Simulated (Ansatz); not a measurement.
## P films: biaxial stress and wafer bow

Plane-wave DFT in Ansatz, PBEsol, scalar-relativistic PAW potentials, cutoff 420 eV, no spin-orbit coupling; no spin polarisation. P in space group Pm-3m, strained equally along a and b of the conventional cell, with c and the atoms relaxed within the symmetry (a film with c along the normal). Stress is the in-plane mean, tension positive.

```tsv
strain (%)	stress (GPa)	E − E(0) (meV/atom)
-3.0	-12.10	30.4
-2.0	-7.78	13.3
-1.0	-3.72	3.2
+0.0	0.10	0.0
+1.0	?	3.4
+2.0	6.60	12.7
+3.0	8.93	27.1
```

**Question.** Fit the stress, get the biaxial modulus and predict the missing row.

**Answer.** A parabola through the given rows is σ = 0.09 + 3.536 ε -0.1834 ε² GPa (ε in %), so M = dσ/dε = 354 GPa at zero. It predicts 3.44 GPa at +1.0 %; the run gave 3.59 GPa. The miss is 0.15 GPa, so the fit holds. The negative square term means that the film is stiffer in compression than in tension. The energies check it: E/V = Mε² at small strain, and a cubic fit with V = 14.20 Å³/atom gives M = 359 GPa, in agreement.

**Question.** How much does a 20 nm film at +0.5 % strain bow a 300 mm Si(001) wafer 775 μm thick?

**Answer.** The fit, without its small constant, gives σ = 1.72 GPa. Stoney's formula, κ = 6σt_f/(M_s t_s²) with M_s = 180.5 GPa for Si(001) (literature), gives |κ| = 1.90×10⁻³ m⁻¹ and a bow κr²/2 = 21.4 μm at r = 150 mm, with the film side concave (tension pulls the edges up). This assumes a single-crystal or fully textured, unrelaxed film at 0 K.

The cell has no gap in any row, so the stresses hang on mesh and smearing.

Cost: about 4.3 core-minutes for the runs cited, on Arm Neoverse V1 (shared hosts).

This simple cubic form isn't the element's structure at ambient conditions.

Stress rises with strain across the whole range, but each further step towards tension adds less of it, and the run at +1.0 % fits this pattern. The large modulus, 354 GPa, reflects the simple cubic network. Its bonds, largely p-type σ in character, lie along the cube axes, so in-plane strain changes bond lengths directly and can't be taken up by the softer opening of bond angles. Compression steepens the short-range repulsion, while tension weakens the orbital overlap, which accounts for the asymmetry. The energies show the same asymmetry at the two larger strains but not at 1 %, where the small residual tension at zero strain probably outweighs it.

The half-filled p shell also makes this lattice prone to a Peierls-like distortion into short and long bonds, the route to the layered A7 structure. Tension should favour that distortion, which the imposed symmetry excludes. The results therefore support an elastic response and a wafer bow for the constrained cubic lattice, but don't show that a film would keep that structure under tension.
